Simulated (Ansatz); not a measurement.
**Molecular dynamics of Tc**

The input (input.yaml):

```yaml
accuracy: low
crystal:
  lattice:
    - [8.22, 0.0, 0.0]
    - [-4.11, 7.118729, 0.0]
    - [0.0, 0.0, 8.78992]
  atoms:
    - { symbol: Tc, position: [0.0, 0.0, 0.0] }
    - { symbol: Tc, position: [0.1111111, 0.2222222, 0.25] }
    - { symbol: Tc, position: [0.0, 0.0, 0.5] }
    - { symbol: Tc, position: [0.1111111, 0.2222222, 0.75] }
    - { symbol: Tc, position: [0.0, 0.3333333, 0.0] }
    - { symbol: Tc, position: [0.1111111, 0.5555556, 0.25] }
    - { symbol: Tc, position: [0.0, 0.3333333, 0.5] }
    - { symbol: Tc, position: [0.1111111, 0.5555556, 0.75] }
    - { symbol: Tc, position: [0.0, 0.6666667, 0.0] }
    - { symbol: Tc, position: [0.1111111, 0.8888889, 0.25] }
    - { symbol: Tc, position: [0.0, 0.6666667, 0.5] }
    - { symbol: Tc, position: [0.1111111, 0.8888889, 0.75] }
    - { symbol: Tc, position: [0.3333333, 0.0, 0.0] }
    - { symbol: Tc, position: [0.4444444, 0.2222222, 0.25] }
    - { symbol: Tc, position: [0.3333333, 0.0, 0.5] }
    - { symbol: Tc, position: [0.4444444, 0.2222222, 0.75] }
    - { symbol: Tc, position: [0.3333333, 0.3333333, 0.0] }
    - { symbol: Tc, position: [0.4444444, 0.5555556, 0.25] }
    - { symbol: Tc, position: [0.3333333, 0.3333333, 0.5] }
    - { symbol: Tc, position: [0.4444444, 0.5555556, 0.75] }
    - { symbol: Tc, position: [0.3333333, 0.6666667, 0.0] }
    - { symbol: Tc, position: [0.4444444, 0.8888889, 0.25] }
    - { symbol: Tc, position: [0.3333333, 0.6666667, 0.5] }
    - { symbol: Tc, position: [0.4444444, 0.8888889, 0.75] }
    - { symbol: Tc, position: [0.6666667, 0.0, 0.0] }
    - { symbol: Tc, position: [0.7777778, 0.2222222, 0.25] }
    - { symbol: Tc, position: [0.6666667, 0.0, 0.5] }
    - { symbol: Tc, position: [0.7777778, 0.2222222, 0.75] }
    - { symbol: Tc, position: [0.6666667, 0.3333333, 0.0] }
    - { symbol: Tc, position: [0.7777778, 0.5555556, 0.25] }
    - { symbol: Tc, position: [0.6666667, 0.3333333, 0.5] }
    - { symbol: Tc, position: [0.7777778, 0.5555556, 0.75] }
    - { symbol: Tc, position: [0.6666667, 0.6666667, 0.0] }
    - { symbol: Tc, position: [0.7777778, 0.8888889, 0.25] }
    - { symbol: Tc, position: [0.6666667, 0.6666667, 0.5] }
    - { symbol: Tc, position: [0.7777778, 0.8888889, 0.75] }
basis:
  ecutwfc: 600.0
kpoints:
  mp_grid: { grid: [2, 2, 1] }
hamiltonian:
  xc: pbesol
scf:
  occupations: { method: fermi_dirac, width: 0.24 }
  lower_state_search: "off"
md:
  timestep: 2.25
  n_steps: 170
  ensemble: nvt_langevin
  temperature: 2800.0
  initial_velocities: maxwell_boltzmann
  seed: 199651
  friction: 0.02
```

Command:

```bash
$ ansatz run input.yaml --threads 4 --pin off --max-ram 10240MiB --backend cpu --events-out ev --progress --plain --runs-dir out
```

It starts from a structure without forces on its atoms.

Output, in part (step lines):

```
md step     0: t =     0.00 fs  T =  2722.2 K  F+E_penalty+E_count = -192159.04566845 eV  E_kin = 12.667480 eV  (7 SCF iters)
md step     1: t =     2.25 fs  T =  2817.0 K  F+E_penalty+E_count = -192159.00256225 eV  E_kin = 13.108518 eV  (7 SCF iters)
md step     2: t =     4.50 fs  T =  2511.8 K  F+E_penalty+E_count = -192158.87964446 eV  E_kin = 11.688369 eV  (7 SCF iters)
md step     3: t =     6.75 fs  T =  2484.7 K  F+E_penalty+E_count = -192158.68589496 eV  E_kin = 11.562240 eV  (7 SCF iters)
md step     4: t =     9.00 fs  T =  2436.8 K  F+E_penalty+E_count = -192158.41374872 eV  E_kin = 11.339496 eV  (7 SCF iters)
md step     5: t =    11.25 fs  T =  2418.9 K  F+E_penalty+E_count = -192158.05764592 eV  E_kin = 11.255862 eV  (5 SCF iters)
md step     6: t =    13.50 fs  T =  2469.4 K  F+E_penalty+E_count = -192157.61725395 eV  E_kin = 11.490944 eV  (6 SCF iters)
md step     7: t =    15.75 fs  T =  2346.8 K  F+E_penalty+E_count = -192157.09701118 eV  E_kin = 10.920353 eV  (6 SCF iters)
[... lines left out ...]
```

The steps, from the saved trajectory:

| time (fs) | T (K) | potential energy less start (eV) |
| --- | --- | --- |
| 0 | 2722 | 0.000 |
| 11.25 | 2419 | 0.988 |
| 22.5 | 2075 | 3.935 |
| 33.75 | 1740 | 7.389 |
| 45 | 1682 | 9.857 |
| 56.25 | 2097 | 10.470 |
| 67.5 | 2609 | 10.292 |
| 78.75 | 3118 | 10.980 |
| 90 | 2767 | 11.508 |
| 101.25 | 2768 | 11.592 |
| 112.5 | 2792 | 11.750 |
| 123.75 | 2727 | 11.821 |
| 135 | 2678 | 11.455 |
| 146.25 | 2862 | 10.920 |
| 157.5 | 3691 | 10.907 |
| 168.75 | 3498 | 11.231 |
| 180 | 3251 | 12.785 |
| 191.25 | 2725 | 13.889 |
| 202.5 | 3335 | 14.111 |
| 213.75 | 3549 | 13.252 |
| 225 | 2948 | 12.521 |
| 236.25 | 2790 | 12.667 |
| 247.5 | 2835 | 13.196 |
| 258.75 | 2765 | 13.750 |
| 270 | 2919 | 13.032 |
| 281.25 | 3227 | 13.234 |
| 292.5 | 2817 | 14.110 |
| 303.75 | 2504 | 14.607 |
| 315 | 2439 | 14.076 |
| 326.25 | 2531 | 13.629 |
| 337.5 | 2871 | 13.690 |
| 348.75 | 3056 | 13.046 |
| 360 | 3028 | 12.197 |
| 371.25 | 2682 | 11.914 |
| 382.5 | 2847 | 10.868 |

All steps were run. A run of 0.38 ps of so small a system gives no equilibrium averages. Limits of this set-up: coarse k mesh, low accuracy level.

Mean squared displacements from the first frame to the last, about the centre of mass: Tc 0.12 Å².

Last frame:

```xyz
36
Lattice="8.2200 0.0000 0.0000 -4.1100 7.1187 0.0000 0.0000 0.0000 8.7899" Properties=species:S:1:pos:R:3
Tc 0.153 -0.547 -0.165
Tc -0.156 1.227 1.786
Tc 0.596 0.118 4.064
Tc -0.077 1.426 6.380
Tc -1.515 2.343 0.062
Tc -1.518 3.734 2.129
Tc -1.121 2.051 4.500
Tc -1.236 3.733 6.415
Tc -2.934 4.371 0.081
Tc -2.588 6.116 1.872
Tc -2.636 4.679 4.369
Tc -2.509 6.406 6.189
Tc 2.786 0.048 -0.230
Tc 2.412 1.433 2.253
Tc 3.168 -0.241 4.006
Tc 2.785 1.447 6.317
Tc 1.058 2.131 0.098
Tc 1.218 3.659 2.139
Tc 1.447 2.337 4.617
Tc 1.621 3.827 6.785
Tc -0.024 4.478 -0.031
Tc 0.394 6.054 2.160
Tc -0.183 4.419 4.641
Tc -0.201 6.173 6.603
Tc 5.419 0.066 -0.216
Tc 5.217 1.196 1.982
Tc 5.768 -0.285 4.100
Tc 5.595 1.489 6.630
Tc 3.648 2.311 -0.013
Tc 4.013 3.663 2.162
Tc 4.197 2.463 4.408
Tc 4.316 4.169 6.556
Tc 2.459 4.823 0.181
Tc 3.096 6.339 2.321
Tc 2.816 4.663 4.443
Tc 2.628 6.227 6.615
```

The run took 28 min on 4 threads of Intel(R) Xeon(R) 6975P-C (Granite Rapids), on a shared host, peak memory 6.1 GiB.
